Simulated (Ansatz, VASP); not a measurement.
SnTe3: VASP beside Ansatz

```
Te Sn
1.0
     0.00000    3.78240    3.78240
     3.78240    0.00000    3.78240
     3.78240    3.78240    0.00000
Te Sn
3 1
Direct
  0.50000 0.50000 0.50000
  0.75000 0.75000 0.75000
  0.25000 0.25000 0.25000
  0.00000 0.00000 0.00000
```

Change from the starting cell: volume scaled by 0.94.

Alike in both runs: task single point; functional PBEsol; k mesh 6 × 6 × 6; occupations fermi-dirac, width 0.05 eV; no spin polarisation.

```csv
,VASP,Ansatz
version,VASP 6.6.1,Ansatz 0.2.0
potentials or method,"VASP PAW PBE potentials, release 64 (Te, Sn_d)",Ansatz PAW
plane-wave cutoff (eV),520,420
valence electrons in the cell,32,62
```

|  | VASP | Ansatz | Ansatz less VASP |
| --- | --- | --- | --- |
| gap on the k mesh at the Fermi level (eV) | none | none | - |
| pressure (GPa) | 0.3 | 0.3 | 0.00 |

A gap of «none» marks a metal or a gap that the smearing closes. The two sets of potentials don't hold the same shells in valence.

Caveats: the PAW data sets were made with another functional, which shifts forces and pressure a little (VASP); the PAW data sets come from PBE, with cores solved anew for the run's functional, which leaves a small shift of forces and pressure (Ansatz). Spin-orbit coupling is left out, which matters for the levels of Te.
